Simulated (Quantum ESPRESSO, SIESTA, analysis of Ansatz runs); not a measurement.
# Levels of V_B in BAs (F-43m), rung by rung (SIESTA), part 2 of 3

We place the charge-transition levels of V_B in BAs (F-43m) with atom-centred orbitals, then repeat the energies at other levels of method to see what holds. Model: a cell of 54 host atoms with 1 B taken out.

SIESTA 5.4.2; SIESTA numerical-orbital DFT, PBEsol, DZP basis, PseudoDojo 0.4.1 potentials converted to PSML; charged supercells in a uniform background, point-charge correction with alignment at far sites.

So far. Step 2 (Band edges): The gap at this level is 1.38 eV.

## 3. Relaxing each charge state

Level of this step: SIESTA numerical-orbital DFT, PBEsol, DZP basis, PseudoDojo 0.4.1 potentials converted to PSML; relaxation of all atoms of a defect supercell at fixed charge in a uniform background (SIESTA).

Each state starts from the atoms near the defect displaced at random, so that no symmetry of the ideal site is imposed. An odd electron count needs spin polarisation, and the total moment is held fixed to keep the state apart from its neighbours in spin. Charge −1 is shown in full.

Contents of defect.fdf:

```
SystemName                      B26As27
SystemLabel                     defect
NumberOfSpecies                 2
NumberOfAtoms                   53
%block ChemicalSpeciesLabel
  1    5 B
  2   33 As
%endblock ChemicalSpeciesLabel
LatticeConstant                 1.0 Ang
%block LatticeVectors
     0.006642000     7.229880000     7.229880000
     7.229880000     0.006642000     7.229880000
     7.229880000     7.229880000     0.006642000
%endblock LatticeVectors
AtomicCoordinatesFormat         Fractional
%block AtomicCoordinatesAndAtomicSpecies
     0.000017765     0.000017765     0.000017765  1
     0.083319404     0.083319404     0.083319404  2
     0.000017765     0.000017765     0.333351099  1
     0.079267300     0.082977799     0.415562024  2
    -0.002027042    -0.000341574     0.672396213  1
     0.081081540     0.088552571     0.750831626  2
     0.000017765     0.333351099     0.000017765  1
     0.087776205     0.412226589     0.085359000  2
     0.000017765     0.333351099     0.333351099  1
     0.083319404     0.416652738     0.416652738  2
     0.000017765     0.333351099     0.666684432  1
     0.085634355     0.420799470     0.748238918  2
    -0.004300394     0.671753630    -0.001639783  1
     0.082404460     0.744708297     0.086503180  2
     0.000017765     0.666684432     0.333351099  1
     0.087536516     0.750101945     0.417697494  2
     0.002114645     0.666532706     0.670266596  1
     0.085221855     0.747872526     0.745634589  2
     0.333351099     0.000017765     0.000017765  1
     0.416652738     0.083319404     0.083319404  2
     0.337713845    -0.001302247     0.335178098  1
     0.420050024     0.078881055     0.420011696  2
     0.328768176     0.003716765     0.669658487  1
     0.416652738     0.083319404     0.749986071  2
     0.335902361     0.334982862     0.001790481  1
     0.417005485     0.413903381     0.088837685  2
     0.333351099     0.333351099     0.333351099  1
     0.411456371     0.421195976     0.417150907  2
     0.333485391     0.338359590     0.661923537  1
     0.419380380     0.411702287     0.748504449  2
     0.332401167     0.672365344    -0.001024994  1
     0.416652738     0.749986071     0.083319404  2
     0.336748807     0.661586990     0.336314819  1
     0.414451244     0.751648657     0.412445774  2
     0.413086875     0.750943859     0.755217984  2
     0.666684432     0.000017765     0.000017765  1
     0.749986071     0.083319404     0.083319404  2
     0.666684432     0.000017765     0.333351099  1
     0.749986071     0.083319404     0.416652738  2
     0.666684432     0.000017765     0.666684432  1
     0.749986071     0.083319404     0.749986071  2
     0.666684432     0.333351099     0.000017765  1
     0.749986071     0.416652738     0.083319404  2
     0.666684432     0.333351099     0.333351099  1
     0.750786177     0.412951403     0.414278143  2
     0.662212364     0.336222354     0.664456904  1
     0.753102133     0.414412617     0.753593463  2
     0.666684432     0.666684432     0.000017765  1
     0.749986071     0.749986071     0.083319404  2
     0.668434366     0.668190883     0.336032897  1
     0.753834441     0.752668987     0.411875910  2
     0.666129447     0.664196631     0.672493069  1
     0.749986071     0.749986071     0.749986071  2
%endblock AtomicCoordinatesAndAtomicSpecies
%block kgrid.MonkhorstPack
    2   0   0  0.50
    0   2   0  0.50
    0   0   2  0.50
%endblock kgrid.MonkhorstPack
XC.Functional                   GGA
XC.Authors                      PBEsol
PAO.BasisSize                   DZP
PAO.EnergyShift                 0.005 Ry
Mesh.Cutoff                     300 Ry
NetCharge                       -1.0
Spin                            polarized
%block DM.InitSpin
    18   0.400
    30   0.400
    34   0.400
    35   0.400
    46   0.400
%endblock DM.InitSpin
Spin.Fix                        true
Spin.Total                      2.0
OccupationFunction              FD
ElectronicTemperature           0.01 eV
MaxSCFIterations                150
SCF.MustConverge                true
SCF.Mixer.Method                Pulay
SCF.Mixer.Weight                0.1
SCF.Mixer.History               10
SCF.DM.Tolerance                3.0e-4
SCF.H.Tolerance                 3.0e-3 eV
WriteForces                     true
Charge.Mulliken                 end
SaveRho                         true
SaveElectrostaticPotential      true
Charge.Hirshfeld                end
Charge.Voronoi                  end
MD.TypeOfRun                    Broyden
MD.Steps                        90
MD.MaxForceTol                  0.04 eV/Ang
MD.MaxDispl                     0.15 Ang
WriteCoorStep                   true
AtomCoorFormatOut               Fractional
```

On the command line:

```console
$ OMP_NUM_THREADS=1 siesta defect.fdf > defect.out
```

The program printed:

```text
Version         : 5.4.2

                           ***********************
                           *  WELCOME TO SIESTA  *
                           ***********************

[...]
reinit: Reading from file defect.fdf

reinit: -----------------------------------------------------------------------
reinit: System Name: B26As27
reinit: -----------------------------------------------------------------------
reinit: System Label: defect
reinit: -----------------------------------------------------------------------

[...]
initatom: Reading input for the pseudopotentials and atomic orbitals ----------
Species number:   1 Atomic number:    5 Label: B
Species number:   2 Atomic number:   33 Label: As

[... pseudopotential checks and orbital generation ...]

prinput: Basis input

PAO.BasisType split

%block ChemicalSpeciesLabel
    1    5 B                       # Species index, atomic number, species label
    2   33 As                      # Species index, atomic number, species label
%endblock ChemicalSpeciesLabel

%block PAO.Basis                 # Define Basis set
# WARNING: This information might be incomplete!
B                     2                    # Species label, number of l-shells
 n=2   0   2                         # n, l, Nzeta
   5.715      3.824
   1.000      1.000
 n=2   1   2 P   1                   # n, l, Nzeta, Polarization, NzetaPol
   7.067      4.748
   1.000      1.000
As                    4                    # Species label, number of l-shells
 n=4   0   2                         # n, l, Nzeta
   5.233      3.543
   1.000      1.000
 n=4   1   2                         # n, l, Nzeta
   6.885      4.743
   1.000      1.000
 n=3   2   1                         # n, l, Nzeta
   2.743
   1.000
 n=4   2   1                         # n, l, Nzeta
   6.885
   1.000
%endblock PAO.Basis

prinput: ----------------------------------------------------------------------

coor:   Atomic-coordinates input format  =     Fractional

[...]
siesta: System type = bulk

initatomlists: Number of atoms, orbitals, and projectors:     53   824   694

[... echo of the settings ...]

siesta: k-grid: Number of k-points = 4
siesta: k-points from Monkhorst-Pack grid
siesta: k-cutoff (effective) =    10.215 Ang
siesta: k-point supercell and displacements
siesta: k-grid:     2     0     0      0.500
siesta: k-grid:     0     2     0      0.500
siesta: k-grid:     0     0     2      0.500

diag: Algorithm                                     = D&C
diag: Absolute tolerance                            =  0.100E-15
diag: Orthogonalization factor                      =  0.100E-05

superc: Internal auxiliary supercell:     3 x     3 x     3  =      27
superc: Number of atoms, orbitals, and projectors:   1431  22248  18738

                     ====================================
                        Begin Broyden opt. move =      0
                     ====================================

[...]
superc: Internal auxiliary supercell:     3 x     3 x     3  =      27
superc: Number of atoms, orbitals, and projectors:   1431  22248  18738

outcell: Unit cell vectors (Ang):
        0.006642    7.229880    7.229880
        7.229880    0.006642    7.229880
        7.229880    7.229880    0.006642

outcell: Cell vector modules (Ang)   :   10.224597   10.224597   10.224597
outcell: Cell angles (23,13,12) (deg):     59.9392     59.9392     59.9392
outcell: Cell volume (Ang**3)        :    754.7869
[...]
Initializing Density Matrix...

[...]
DM filled with atomic data (user-defined):
Note: For starting DM, Qtot, Tr[D*S] =        484.00000000        483.00000000

InitMesh: MESH = 90 x 90 x 90 = 729000
InitMesh: Mesh cutoff (required, used) =   300.000   320.913 Ry

[...]
iscf     Eharris(eV)        E_KS(eV)     FreeEng(eV)     dDmax     Ef_up Ef_dn(eV) dHmax(eV)
   scf:    1   -79705.618693   -79868.254493   -79868.254493  0.883125 -4.138766 -4.870801  4.206734
[...]
scf:    2   -79776.994263   -79852.793502   -79852.793503  0.247241 -3.512363 -4.041545  6.604719
[...]
scf:    3   -79900.486271   -79887.308918   -79887.308918  0.155982 -3.850330 -4.519002  0.705800
[...]
scf:    4   -79887.504532   -79887.435460   -79887.435460  0.010102 -3.835984 -4.511578  0.320657
[...]
scf:    5   -79887.437930   -79887.451236   -79887.451237  0.004795 -3.812996 -4.476356  0.159888
[...]
scf:    6   -79887.483052   -79887.472049   -79887.472049  0.005886 -3.787970 -4.423818  0.103228
[...]
scf:    7   -79887.476077   -79887.474572   -79887.474573  0.004003 -3.777193 -4.398872  0.039663
[...]
scf:    8   -79887.475275   -79887.475096   -79887.475096  0.000876 -3.777342 -4.396706  0.029419
[...]
scf:    9   -79887.475366   -79887.475281   -79887.475281  0.000822 -3.778974 -4.395080  0.020039
[...]
scf:   10   -79887.475485   -79887.475392   -79887.475392  0.000450 -3.781140 -4.394735  0.011118
[...]
spin moment: {S} , |S| = {        0.0        0.0    2.00000 }     2.00000

SCF Convergence by DM+H criterion
max |DM_out - DM_in|         :     0.0000751171
max |H_out - H_in|      (eV) :     0.0019444471
SCF cycle converged after 13 iterations

Using DM_out to compute the final energy and forces

siesta: E_KS(eV) =           -79887.4754

[...]
====================================

[...]
Re-using DM from previous geometries...
Number of DMs in history: 1
 DM extrapolation coefficients:
1   1.00000
New DM after history re-use:

[...]
iscf     Eharris(eV)        E_KS(eV)     FreeEng(eV)     dDmax     Ef_up Ef_dn(eV) dHmax(eV)
   scf:    1   -79888.174984   -79888.252594   -79888.252594  0.046256 -3.983103 -4.538350  0.098906
[...]
scf:    2   -79888.217226   -79888.242308   -79888.242308  0.002903 -4.011963 -4.550229  0.319753
[...]
scf:    3   -79888.256060   -79888.253675   -79888.253675  0.002257 -3.990469 -4.540944  0.008678
[...]
scf:    4   -79888.253751   -79888.253723   -79888.253723  0.000189 -3.990118 -4.540981  0.002333
     spin moment: {S} , |S| = {        0.0        0.0    2.00000 }     2.00000

SCF Convergence by DM+H criterion
[...]
SCF cycle converged after 4 iterations

[...]
siesta: E_KS(eV) =           -79888.2537

siesta: Atomic forces (eV/Ang):
     1    0.002348    0.005476    0.011577
     2    0.003912   -0.002521    0.003381
     3    0.006414   -0.015086   -0.004819
     4   -0.009089   -0.000684    0.000507
     5   -0.006543    0.007246    0.003947
     6   -0.013586    0.007718   -0.005210
     7    0.011683   -0.017454   -0.014258
     8    0.012091   -0.009974   -0.000612
     9    0.016399    0.011264    0.012918
    10    0.002436    0.003100    0.020791
[...]
49    0.005189    0.009831   -0.003947
    50    0.002960   -0.014385   -0.031899
    51    0.002508   -0.021805   -0.001726
    52   -0.027006   -0.008915    0.012421
    53   -0.009560   -0.003420    0.001118
   Tot   -0.019012   -0.019064   -0.015510
   Max    0.037279
   Res    0.012293    sqrt( Sum f_i^2 / 3N )
   Max    0.037279    constrained

Stress tensor Voigt[x,y,z,yz,xz,xy] (kbar):        2.91        3.05        3.19        0.48        0.40        0.38
[...]
outcoor: Relaxed atomic coordinates (fractional):
   -0.00003491   -0.00031913    0.00042810   1       1  B
    0.08349240    0.08332698    0.08365974   2       2  As
    0.00064937   -0.00036809    0.33397034   1       3  B
    0.08400865    0.08251974    0.41779047   2       4  As
    0.00059056   -0.00235885    0.66815884   1       5  B
    0.08331817    0.08324230    0.75028945   2       6  As
    0.00094564    0.33363322   -0.00019194   1       7  B
    0.08452348    0.41710019    0.08275981   2       8  As
    0.00001006    0.33296990    0.33329620   1       9  B
    0.08323055    0.41638399    0.41729218   2      10  As
   -0.00065971    0.33387385    0.66792692   1      11  B
    0.08406222    0.41796325    0.74975244   2      12  As
    0.00100771    0.66750444   -0.00252731   1      13  B
    0.08359758    0.74947257    0.08328563   2      14  As
    0.00004743    0.66699220    0.33386847   1      15  B
    0.08447926    0.74962306    0.41743607   2      16  As
    0.00094357    0.66854161    0.66796894   1      17  B
    0.09114489    0.74796675    0.74773923   2      18  As
    0.33382334    0.00045403    0.00024549   1      19  B
    0.41653941    0.08367460    0.08417365   2      20  As
[...]
0.66659515    0.33361604    0.33343582   1      44  B
    0.74951098    0.41724755    0.41706019   2      45  As
    0.66441820    0.33401577    0.66748644   1      46  B
    0.74886297    0.41765684    0.74993449   2      47  As
    0.66652895    0.66720925    0.00020748   1      48  B
    0.75037457    0.74997330    0.08348657   2      49  As
    0.66480531    0.66766358    0.33410628   1      50  B
    0.74954615    0.74916454    0.41820489   2      51  As
    0.66357557    0.66799332    0.66878073   1      52  B
    0.75036269    0.75008204    0.75022191   2      53  As

[...]
siesta: Final energy (eV):
siesta:  Band Struct. =  -13399.629418
siesta:       Kinetic =   57315.972037
siesta:       Hartree =   22596.752456
[...]
siesta:         Exch. =  -17067.657027
siesta:         Corr. =   -1075.220413
[...]
siesta:   Exch.-corr. =  -18142.877440
siesta:  Ion-electron = -103142.055540
siesta:       Ion-ion =  -38516.045236
[...]
siesta:         Total =  -79888.253723
siesta:      Fermi_up =      -3.990118
siesta:      Fermi_dn =      -4.540981

siesta: Stress tensor (static) (eV/Ang**3):
siesta:     0.001814    0.000240    0.000247
siesta:     0.000240    0.001905    0.000302
siesta:     0.000248    0.000302    0.001993

siesta: Cell volume =        754.786943 Ang**3

siesta: Pressure (static):
siesta:                Solid            Molecule  Units
siesta:          -0.00002074         -0.00001648  Ry/Bohr**3
siesta:          -0.00190393         -0.00151335  eV/Ang**3
siesta:          -3.05042603         -2.42464851  kBar

[...]
mulliken: Qtot =      243.000

[...]
mulliken: Qtot =      241.000

Mulliken Atomic Populations:
Atom #   charge [q] valence [e]      Sz [e]  Species
     1    -0.243834    3.243834    0.000986  B
     2     0.210491   14.789509    0.004737  As
     3    -0.243906    3.243906    0.000946  B
     4     0.223898   14.776102   -0.000028  As
     5    -0.246537    3.246537    0.044411  B
     6     0.222517   14.777483    0.000037  As
     7    -0.243763    3.243763    0.000951  B
     8     0.223922   14.776078   -0.000056  As
     9    -0.255852    3.255852    0.006455  B
    10     0.223777   14.776223   -0.000221  As
    11    -0.255993    3.255993    0.006337  B
    12     0.222852   14.777148    0.000346  As
    13    -0.246576    3.246576    0.044256  B
    14     0.223119   14.776881    0.000079  As
    15    -0.255867    3.255867    0.006334  B
    16     0.222930   14.777070    0.000349  As
    17    -0.248745    3.248745    0.040211  B
    18     0.063598   14.936402    0.288445  As
    19    -0.233568    3.233568   -0.001029  B
    20     0.228651   14.771349    0.044229  As
[...]
44    -0.243775    3.243775    0.000943  B
    45     0.223411   14.776589   -0.000051  As
    46    -0.246343    3.246343    0.043854  B
    47     0.223536   14.776464    0.000065  As
    48    -0.233393    3.233393   -0.000993  B
    49     0.228654   14.771346    0.044153  As
    50    -0.246317    3.246317    0.044140  B
    51     0.223469   14.776531    0.000060  As
    52    -0.247976    3.247976    0.041159  B
    53     0.228322   14.771678    0.047411  As
 Total    -1.000000                2.000000

[...]
Job completed
```

Run time: 36 min. Hardware: 1 MPI rank of Arm Neoverse V2, shared host; peak memory 1.2 GiB.

The steps and moves of this run count from the displaced start.

Relaxation path:

```
step  energy less that of the first step (eV)  largest force (eV/Å)
   0                                   0.0000                1.5455
   1                                  -0.5154                0.8290
   2                                  -0.7061                0.4691
   3                                  -0.7499                0.2953
   4                                  -0.7731                0.1182
   5                                  -0.7783                0.0442
```

The atoms that moved most (Å):

```
atom      dx      dy      dz  length
As30   0.081  -0.038   0.054   0.105
As34   0.052   0.086  -0.026   0.104
As18   0.016   0.058   0.044   0.074
As35  -0.061  -0.035  -0.011   0.071
As51   0.020   0.015  -0.056   0.062
 As4   0.013   0.050   0.031   0.061
 B23  -0.049   0.031  -0.007   0.058
As47  -0.003  -0.057  -0.007   0.058
```

Neighbours of the ideal centre at the end:

```
atom  distance (Å)
As18         2.020
As34         2.027
As30         2.027
As35         2.047
 B21         3.382
 B17         3.383
 B29         3.385
 B13         3.387
 B33         3.388
 B25         3.388
  B5         3.390
 B46         3.390
 B50         3.392
 B52         3.394
 B23         3.398
 B31         3.401
```

Energies on the run's own zero. States near gap, by row:

```
spin  k  band  energy (eV)  filled by count
  up  0   239       -5.364                1
  up  0   240       -5.362                1
  up  0   241       -4.942                1
  up  0   242       -4.279                1
  up  0   243       -4.273                1
  up  0   244       -2.986                0
  up  0   245       -2.985                0
  up  0   246       -2.957                0
  up  0   247       -2.778                0
  up  1   239       -5.975                1
  up  1   240       -5.575                1
  up  1   241       -5.492                1
  up  1   242       -4.687                1
  up  1   243       -4.495                1
  up  1   244       -2.981                0
  up  1   245       -2.324                0
  up  1   246       -2.263                0
  up  1   247       -2.165                0
down  0   237       -5.978                1
down  0   238       -5.976                1
down  0   239       -5.295                1
down  0   240       -5.293                1
down  0   241       -4.663                1
down  0   242       -4.019                0
down  0   243       -4.011                0
down  0   244       -2.959                0
down  0   245       -2.957                0
down  1   237       -6.138                1
down  1   238       -6.002                1
down  1   239       -5.865                1
down  1   240       -5.526                1
down  1   241       -5.269                1
down  1   242       -4.408                0
down  1   243       -4.218                0
down  1   244       -2.958                0
down  1   245       -2.301                0
```

Spin density in the ac plane at fractional y = 0.667, through the centre, with atoms of B within 0.45 Å of it.

Ten even steps from '0' (-0.001 e/Å³) to '9' (0.082 e/Å³), each cell a mean:
```
22100000011100000000000000000
12100000001110000000000000000
11000000000011000000000000000
10012100112100100000000000000
10025521125530010000000000000
10037962125983001100110011001
21026973102687301111111111111
12002443100245310120211001111
01000111000011110010111000011
00000000112221000000000000000
00000000125653100000000000000
00000000025997310000000000000
00000000002565310000000000000
00000000000111100000000000000
00000000011100001220000000000
00000000001111111220000000000
00000000011110000000210000000
00000000011100000000221000000
00000000001110000000111000000
00000000001110000000011000000
00000000001100000000000000000
00000000011110000000000011110
00000000012110000000000011122
00000000001100000000000000011
```
Columns run along a (10.2 Å), rows up along c (10.2 Å). Atoms in or near the plane, at fractional coordinates: B at (0.00, 0.00), B at (0.00, 0.33), B at (0.00, 0.67), B at (0.33, 0.00), B at (0.33, 0.33), B at (0.67, 0.00), B at (0.66, 0.33), B at (0.66, 0.67).

Valence density in the ac plane at fractional y = 0.667, through the centre, with atoms of B within 0.45 Å of it. It is the smooth field of the valence electrons, not physical close to the nuclei.

Ten even steps from '0' (0.1 e/Å³) to '9' (1.6 e/Å³), each cell a mean:
```
33210001233321000133332100123
34310000123321000013332000002
23320000012321000001232100000
12332000012332100001233210000
13584200002486211001257521001
23598310001379532222247842222
33344320000134433333333433333
24322110000011122332332112233
33310000000000001133331100123
33210000000000000012331000001
23320000001110000001232100000
13331000012342100001233210000
13674210012598311001258521001
23586322222369532222248842222
33334333333333333333333433333
23321123323321112332332112233
33210001233321001133331100123
33210000123321000013331000002
23320000012321000001232100000
13331000012332100001233210000
13674210012476311001257521001
23586322222368432222247742222
33344333333334333333333433333
23321123323322112332332112233
```
Columns run along a (10.2 Å), rows up along c (10.2 Å). Atoms in or near the plane, at fractional coordinates: B at (0.00, 0.00), B at (0.00, 0.33), B at (0.00, 0.67), B at (0.33, 0.00), B at (0.33, 0.33), B at (0.67, 0.00), B at (0.66, 0.33), B at (0.66, 0.67).

(Part 2 of 3 ends here.)

[Logs are printed without paths, hosts, clocks, repeated set-up lines and the standing remarks that a program may print on its own settings, such as how far it seeks lower states.]

[Hosts, paths, dates, database ids (printed as entryN), source tags and the programs' standing remarks are cut or masked in the printed files.]

[For some hosts the program warned that the k-mesh of the response run may be too coarse for force constants and the static dielectric constant; such warnings are not shown here.]

[Charge tables in the logs are Mulliken or Hirshfeld populations, whose sizes and signs can differ; where basis functions stand at a vacancy, SIESTA counts their charge against the missing atom's valence.]

[In relaxation paths of CP2K, step 0 can be the structure after the first move, since the trajectory file begins there, and the last row can be the final structure solved once more.]
